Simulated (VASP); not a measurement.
A run of VASP 6.6.1:

File INCAR:

```
  ALGO = Normal
  EDIFF = 1E-7
  EDIFFG = -0.02
  ENCUT = 600
  IBRION = 2
  ISIF = 3
  ISMEAR = -1
  LASPH = T
  LCHARG = F
  LREAL = F
  LWAVE = F
  NELM = 80
  NSW = 60
  PREC = Accurate
  SIGMA = 0.05
```

File KPOINTS:

```
k-points
0
Gamma
  10 10 10
```

File POSCAR:

```
Zn
1.0
   -1.5690370000      1.5690370000      1.5690370000
    1.5690370000     -1.5690370000      1.5690370000
    1.5690370000      1.5690370000     -1.5690370000
Zn
1
Direct
    0.0000000000      0.0000000000      0.0000000000
```

Potentials or basis: VASP PAW LDA potentials, release 64 (Zn).

Run with:

```bash
$ cat potpaw_LDA.64/Zn/POTCAR > POTCAR
$ mpirun -np 1 vasp_std > vasp.out
```

Hardware: 1 thread of Intel(R) Xeon(R) Platinum 8488C (Sapphire Rapids), with other jobs on the host.

Task: Estimate the wall time of this run.

Result: It took 8.2 s on 1 thread of Intel(R) Xeon(R) Platinum 8488C (Sapphire Rapids), with other jobs on the host, peak memory 0.14 GiB. Counts: scf iterations 25, k points 47, ion steps 3.
